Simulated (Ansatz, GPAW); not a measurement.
## CoO: 3 runs at one level of theory

```
CELL_PARAMETERS angstrom
-1.50800 1.50800 2.10725
1.50800 -1.50800 2.10725
1.50800 1.50800 -2.10725
ATOMIC_POSITIONS crystal
Co 0.99472 0.00494 0.01533
O 0.51463 0.49959 0.00496
```

Atoms were shifted at random by some hundredths of an Å from the given cell, which wasn't relaxed again for these runs.

Alike in all runs: task single point; functional PBEsol; k mesh 12 × 12 × 12; occupations fermi-dirac, width 0.05 eV; collinear spin, ferromagnetic start; no spin-orbit coupling. Pressure is positive in compression and, in plane waves, holds the error of the finite cutoff, which Ansatz's Pulay term estimates and takes out.

| program and potentials | plane-wave cutoff (eV) | notes | band gap (eV) | pressure (GPa) | net moment per atom (μB) |
| --- | --- | --- | --- | --- | --- |
| Ansatz, Ansatz PAW | 420 | potentials made for PBE, which Ansatz adapts in part; 11.5 valence electrons an atom on average | ? | ? | ? |
| GPAW, PAW data sets generated for this functional | 800 | 7.5 valence electrons an atom on average | no gap | -7.72 | 1.47 |
| Ansatz, all-electron LAPW, scalar-relativistic | - | - | no gap | -8.67 | 1.47 |

**Question.** Estimate from the other rows what the run with Ansatz, Ansatz PAW gave.

**Answer.** No band gap; pressure -8.64 GPa; net moment per atom 1.47 μB. Its pressure holds a Pulay term of +0.77 GPa. The other rows, which needn't bracket it: pressure -8.67 to -7.72; net moment per atom 1.47.
